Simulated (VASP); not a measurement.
# MgO: forms and broadenings of the independent-particle spectrum

MgO, P-6m2 (no. 187), 2 atoms in the cell. PBE, independent-particle dielectric function; PAW potentials Mg, O (PBE set).

## Input

INCAR.step1:
```
EDIFF = 1E-8 ; ENCUT = 460
ISMEAR = 0 ; KPAR = 4
LASPH = T ; LCHARG = F
LEPSILON = T ; LWAVE = F
PREC = Accurate ; SIGMA = 0.02
```

INCAR.step2, as INCAR.step1 but for:
```
- LEPSILON = T
- LWAVE = F
+ LWAVE = T
+ NBANDS = 36
```

INCAR.step3:
```
ALGO = None ; CSHIFT = 0.1
EDIFF = 1E-7 ; ENCUT = 460
ISMEAR = 0 ; ISTART = 1
KPAR = 4 ; LASPH = T
LCHARG = F ; LOPTICS = T
LWAVE = F ; NBANDS = 36
NEDOS = 2000 ; NELM = 1
PREC = Accurate ; SIGMA = 0.02
```

INCAR.step4, as INCAR.step3 but for:
```
+ LNABLA = T
```

INCAR.step5, as INCAR.step4 but for:
```
- LNABLA = T
+ IPEAD = 3
+ LPEAD = T
```

INCAR.step6, as INCAR.step5 but for:
```
- IPEAD = 3
+ IPEAD = 2
```

INCAR.step7 changes the same tag again: IPEAD = 4.

INCAR.step8, as INCAR.step7 but for:
```
- CSHIFT = 0.1
- IPEAD = 4
- LPEAD = T
+ CSHIFT = 0.3
```

INCAR.step9, as INCAR.step8 but for:
```
- CSHIFT = 0.3
+ CSHIFT = 0.05
```

INCAR.step10 changes the same tag again: CSHIFT = 0.5.

INCAR.step11, as INCAR.step10 but for:
```
- CSHIFT = 0.5
- ISMEAR = 0
+ CSHIFT = 0.1
+ ISMEAR = -5
```

INCAR.step12, as INCAR.step11 but for:
```
- ISMEAR = -5
- SIGMA = 0.02
+ ISMEAR = 0
+ SIGMA = 0.2
```

INCAR.step13, as INCAR.step12 but for:
```
- SIGMA = 0.2
+ OMEGAMAX = 12
+ SIGMA = 0.02
```

INCAR.step14, as INCAR.step13 but for:
```
- OMEGAMAX = 12
+ OMEGAMAX = 60
```

KPOINTS:
```
k-points
0
Gamma
  10 10 8
```

POSCAR:
```
MgO
1.0
    2.9380209034      0.0000000000      0.0000000000
   -1.4690104517      2.5444007392      0.0000000000
    0.0000000000      0.0000000000      2.6796800000
Mg O
1 1
Direct
    0.0000000000      0.0000000000      0.0000000000
    0.3333333333      0.6666666667      0.5000000000
```

Commands (each step's output is kept before the next begins):
```
cat potpaw_PBE.64/Mg/POTCAR potpaw_PBE.64/O/POTCAR > POTCAR
cp INCAR.step1 INCAR
mpirun -np 4 vasp_std > vasp.out
rm WAVECAR CHG
cp INCAR.step2 INCAR
mpirun -np 4 vasp_std > vasp.out
cp INCAR.step3 INCAR
mpirun -np 4 vasp_std > vasp.out
cp INCAR.step4 INCAR
mpirun -np 4 vasp_std > vasp.out
cp INCAR.step5 INCAR
mpirun -np 4 vasp_std > vasp.out
cp INCAR.step6 INCAR
mpirun -np 4 vasp_std > vasp.out
cp INCAR.step7 INCAR
mpirun -np 4 vasp_std > vasp.out
cp INCAR.step8 INCAR
mpirun -np 4 vasp_std > vasp.out
cp INCAR.step9 INCAR
mpirun -np 4 vasp_std > vasp.out
cp INCAR.step10 INCAR
mpirun -np 4 vasp_std > vasp.out
cp INCAR.step11 INCAR
mpirun -np 4 vasp_std > vasp.out
cp INCAR.step12 INCAR
mpirun -np 4 vasp_std > vasp.out
cp INCAR.step13 INCAR
mpirun -np 4 vasp_std > vasp.out
cp INCAR.step14 INCAR
mpirun -np 4 vasp_std > vasp.out
```

## Result

- Direct gap on the mesh (eV): 3.40
- Gap on the mesh (eV): 3.01
- Bands: 36

One ground state, settings moved in the last step alone:

| Settings | ε at zero frequency | Mean energy of the absorption, weighted by Im ε (eV) | Time (s) |
|---|---|---|---|
| longitudinal form, CSHIFT 0.1 | 3.51 | 11.50 | 4 |
| transversal form (LNABLA) | 3.37 | 11.38 | 3 |
| finite differences (LPEAD), order 3 | 3.49 | 11.52 | 6 |
| finite differences (LPEAD), order 2 | 3.48 | 11.54 | 5 |
| finite differences (LPEAD), order 4 | 3.49 | 11.52 | 7 |
| CSHIFT 0.3 | 3.51 | 11.49 | 3 |
| CSHIFT 0.05 | 3.51 | 11.47 | 3 |
| CSHIFT 0.5 | 3.50 | 11.47 | 3 |
| tetrahedron method | 3.46 | 11.59 | 4 |
| SIGMA 0.2 | 3.51 | 11.50 | 4 |
| OMEGAMAX 12, which cuts the spectrum short | 2.64 | – | 4 |
| OMEGAMAX 60 | 3.50 | 11.50 | 3 |

The mean energy covers the spectrum up to 20 eV.

On the same mesh, density-functional perturbation theory with local fields gives ε = 3.42.

Limits: The 10×10×8 mesh is coarse for a spectrum: peaks stand apart that a denser mesh merges.

VASP 6.6.1 took 121 s on 4 cores (Intel Xeon Platinum 8259CL @ 2.50GHz (Skylake/Cascade Lake)), a shared host.
